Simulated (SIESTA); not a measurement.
Crystal: Sn.

```xyz
2
Lattice="0.0000 3.2333 3.2333 3.2333 0.0000 3.2333 3.2333 3.2333 0.0000" Properties=species:S:1:pos:R:3 pbc="T T T"
Sn    4.8500    4.8500    4.8500
Sn    3.2333    3.2333    3.2333
```

This isn't the form of Sn at room conditions, which is tetragonal (white tin).

```yaml
Program: SIESTA 5.4.2
Task: relaxation of cell and atoms
Functional: PBE
Potentials_or_basis: PseudoDojo 0.4 standard (PBE files)
Basis: DZDP (energy shift 0.003 Ry; two zetas on semicore shells)
Grid_cutoff: 500 Ry
Energy_shift: 0.003 Ry
k_mesh: 5 × 5 × 5
Occupations: fermi-dirac, width 0.05 eV
Spin: no spin polarisation
```

At the start: pressure 4.6 GPa; volume 33.80 Å³/atom.

Question: Where does the relaxation end?

Answer: Over 4 steps the energy falls by 50.3 meV/atom and the volume is 37.66 Å³/atom (+11.4 %); space group Fd-3m (No. 227, to 0.05 Å).

Step by step:
```
step  energy change (eV)  largest force (eV/Å)  pressure (GPa)  volume (Å³)
   1              0.0000                0.0001            4.60        67.61
   2             -0.0091                0.0002            4.36        67.93
   3             -0.1002                0.0000            0.29        74.68
   4             -0.1006                0.0001           -0.03        75.32
```

Final structure:
```
Sn
1.0
     0.00047    3.35217    3.35217
     3.35217    0.00047    3.35217
     3.35217    3.35217    0.00047
Sn
2
Direct
  0.74999 0.74999 0.74999
  0.50001 0.50001 0.50001
```

Caveat: the basis of atomic orbitals isn't converged, which shifts pressures, moduli and gaps.
